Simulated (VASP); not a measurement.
Input of a VASP 6.6.1 run:

File run.py:

```python
from ase.calculators.vasp import Vasp
from ase.dft.dos import DOS
from ase.io import read

atoms = read('CuCl2.cif', primitive_cell=True, subtrans_included=False)
calc = Vasp(
    directory='calc',
    xc='lda',
    pp='LDA',
    setups='recommended',
    prec='Accurate',
    encut=520,
    ediff=1e-06,
    ismear=0,
    sigma=0.1,
    lreal=False,
    lasph=True,
    nelm=60,
    algo='Fast',
    isif=2,
    lwave=False,
    lcharg=False,
    lmaxmix=4,
    ldautype=1,
    ldauprint=1,
    lorbit=11,
    ldau_luj={'Cu': {'L': 2, 'U': 5.3, 'J': 1.0}},
    kpts=[8, 8, 8],
    gamma=True,
    nbands=20,
)
atoms.calc = calc

print('energy (eV):', atoms.get_potential_energy())
print('free energy (eV):', atoms.get_potential_energy(force_consistent=True))
print('forces (eV/A):')
print(atoms.get_forces())
print('stress (eV/A^3, Voigt):', atoms.get_stress())
print('Fermi level (eV):', calc.get_fermi_level())
dos = DOS(calc, width=0.1, window=(-10, 10), npts=301)
print('E - E_F (eV), DOS (1/eV)')
for e, g in zip(dos.get_energies(), dos.get_dos()):
    print(f'{e:8.3f} {g:10.4f}')
```

Contents of CuCl2.cif:

```cif
data_CuCl2
_cell_length_a 4.50971800
_cell_length_b 4.50971800
_cell_length_c 13.71980600
_cell_angle_alpha 90.00000000
_cell_angle_beta 90.00000000
_cell_angle_gamma 90.00000000
_space_group_name_H-M_alt 'I4/mmm'
_space_group_name_Hall '-I 4 2'
_space_group_IT_number 139
loop_
_space_group_symop_operation_xyz
'x,y,z'
'-x,-y,-z'
'-y,x,z'
'y,-x,-z'
'-x,-y,z'
'x,y,-z'
'y,-x,z'
'-y,x,-z'
'x,-y,-z'
'-x,y,z'
'-y,-x,-z'
'y,x,z'
'-x,y,-z'
'x,-y,z'
'y,x,-z'
'-y,-x,z'
'x+1/2,y+1/2,z+1/2'
'-x+1/2,-y+1/2,-z+1/2'
'-y+1/2,x+1/2,z+1/2'
'y+1/2,-x+1/2,-z+1/2'
'-x+1/2,-y+1/2,z+1/2'
'x+1/2,y+1/2,-z+1/2'
'y+1/2,-x+1/2,z+1/2'
'-y+1/2,x+1/2,-z+1/2'
'x+1/2,-y+1/2,-z+1/2'
'-x+1/2,y+1/2,z+1/2'
'-y+1/2,-x+1/2,-z+1/2'
'y+1/2,x+1/2,z+1/2'
'-x+1/2,y+1/2,-z+1/2'
'x+1/2,-y+1/2,z+1/2'
'y+1/2,x+1/2,-z+1/2'
'-y+1/2,-x+1/2,z+1/2'
loop_
_atom_site_label
_atom_site_type_symbol
_atom_site_symmetry_multiplicity
_atom_site_Wyckoff_symbol
_atom_site_fract_x
_atom_site_fract_y
_atom_site_fract_z
_atom_site_occupancy
Cu1 Cu 2 a 0.0000000000 0.0000000000 0.0000000000 1
Cl1 Cl 4 c 0.5000000000 0.0000000000 0.0000000000 1
```

Potentials or basis: VASP PAW LDA potentials, release 64 (Cu, Cl).

Run with:

```sh
$ python run.py
```

**Question.** Estimate the band gap on the k mesh.

**Answer.** None (metal or under the smearing width).

**Question.** Estimate the pressure.

**Answer.** -2.1 GPa.

States per cell in windows of 0.5 eV (zero at the Fermi level; states under -8 eV left out):
| from (eV) | total | Cu1_d | Cl2_p | Cl3_p | Cu1_s | Cu1_p | Cl2_s |
| --- | --- | --- | --- | --- | --- | --- | --- |
| -8.0 | 0.00 | 0.00 | 0.00 | 0.00 | 0.00 | 0.00 | 0.00 |
| -7.5 | 0.00 | 0.00 | 0.00 | 0.00 | 0.00 | 0.00 | 0.00 |
| -7.0 | 0.00 | 0.00 | 0.00 | 0.00 | 0.00 | 0.00 | 0.00 |
| -6.5 | 0.00 | 0.00 | 0.00 | 0.00 | 0.00 | 0.00 | 0.00 |
| -6.0 | 0.19 | 0.02 | 0.04 | 0.04 | 0.03 | 0.00 | 0.00 |
| -5.5 | 0.72 | 0.15 | 0.15 | 0.15 | 0.08 | 0.01 | 0.00 |
| -5.0 | 0.67 | 0.19 | 0.13 | 0.13 | 0.04 | 0.02 | 0.00 |
| -4.5 | 1.10 | 0.48 | 0.19 | 0.19 | 0.01 | 0.02 | 0.00 |
| -4.0 | 2.04 | 0.70 | 0.38 | 0.38 | 0.01 | 0.09 | 0.00 |
| -3.5 | 1.21 | 0.71 | 0.13 | 0.13 | 0.00 | 0.03 | 0.00 |
| -3.0 | 2.99 | 2.05 | 0.24 | 0.24 | 0.00 | 0.01 | 0.00 |
| -2.5 | 1.92 | 1.63 | 0.06 | 0.06 | 0.00 | 0.00 | 0.00 |
| -2.0 | 2.82 | 1.57 | 0.33 | 0.33 | 0.04 | 0.02 | 0.01 |
| -1.5 | 2.06 | 0.62 | 0.44 | 0.44 | 0.01 | 0.02 | 0.01 |
| -1.0 | 3.64 | 0.87 | 0.91 | 0.91 | 0.04 | 0.01 | 0.01 |
| -0.5 | 1.62 | 0.32 | 0.45 | 0.45 | 0.02 | 0.02 | 0.01 |
| 0.0 | 0.35 | 0.04 | 0.12 | 0.12 | 0.00 | 0.00 | 0.00 |
| 0.5 | 0.38 | 0.15 | 0.08 | 0.08 | 0.00 | 0.01 | 0.00 |
| 1.0 | 0.19 | 0.08 | 0.04 | 0.04 | 0.00 | 0.00 | 0.00 |
| 1.5 | 0.09 | 0.04 | 0.02 | 0.02 | 0.00 | 0.00 | 0.00 |
| 2.0 | 0.00 | 0.00 | 0.00 | 0.00 | 0.00 | 0.00 | 0.00 |
| 2.5 | 0.00 | 0.00 | 0.00 | 0.00 | 0.00 | 0.00 | 0.00 |
| 3.0 | 0.02 | 0.00 | 0.00 | 0.00 | 0.01 | 0.00 | 0.00 |
| 3.5 | 0.13 | 0.00 | 0.00 | 0.00 | 0.05 | 0.00 | 0.01 |
| 4.0 | 0.13 | 0.00 | 0.00 | 0.00 | 0.05 | 0.00 | 0.01 |
| 4.5 | 0.30 | 0.01 | 0.01 | 0.01 | 0.09 | 0.01 | 0.01 |
| 5.0 | 0.13 | 0.00 | 0.01 | 0.01 | 0.03 | 0.01 | 0.00 |
| 5.5 | 0.43 | 0.01 | 0.01 | 0.01 | 0.04 | 0.06 | 0.00 |
| 6.0 | 1.05 | 0.02 | 0.05 | 0.05 | 0.09 | 0.09 | 0.01 |
| 6.5 | 1.45 | 0.03 | 0.07 | 0.07 | 0.09 | 0.12 | 0.01 |
| 7.0 | 0.47 | 0.01 | 0.02 | 0.02 | 0.04 | 0.04 | 0.01 |
| 7.5 | 0.86 | 0.01 | 0.03 | 0.03 | 0.05 | 0.06 | 0.01 |

Caveat: an odd number of electrons without spin polarisation forces a metal; a magnetic or distorted state may lie lower; the run has no spin polarisation, though such a crystal can be magnetic; U without spin polarisation on a metal has little footing.
